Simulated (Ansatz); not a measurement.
PbS (Galena): equation of state with BLYP+D4

The system is PbS (Galena).

```
Pb S
1.0
     0.00000    2.96575    2.96575
     2.96575    0.00000    2.96575
     2.96575    2.96575    0.00000
Pb S
1 1
Direct
  0.00000 0.00000 0.00000
  0.50000 0.50000 0.50000
```

* Program: Ansatz 0.2.0
* Task: equation of state
* Functional: BLYP
* Dispersion: D4
* Potentials or basis: Ansatz PAW
* Cutoff: 420 eV
* Density cutoff: 1680 eV
* k mesh: 8 × 8 × 8
* Occupations: fermi-dirac, width 0.05 eV
* Spin: no spin polarisation

| Quantity | Value |
| --- | --- |
| Equilibrium volume | outside the volumes run |

Energy against volume, from the lowest point:
| volume (Å³/atom) | energy (meV/atom) |
| --- | --- |
| 24.521 | 47.37 |
| 25.042 | 29.80 |
| 25.564 | 17.20 |
| 26.086 | 9.06 |
| 26.607 | 4.82 |
| 27.129 | 3.30 |
| 27.651 | 0.00 |

All runs of the series together: 5 s on 2 threads of INTEL(R) XEON(R) PLATINUM 8581C CPU @ 2.10GHz (Emerald Rapids) (shared host).

Caveat: the potentials were made for another functional, which shifts forces and pressure. The run has no spin-orbit coupling, so splittings on Pb are missing.
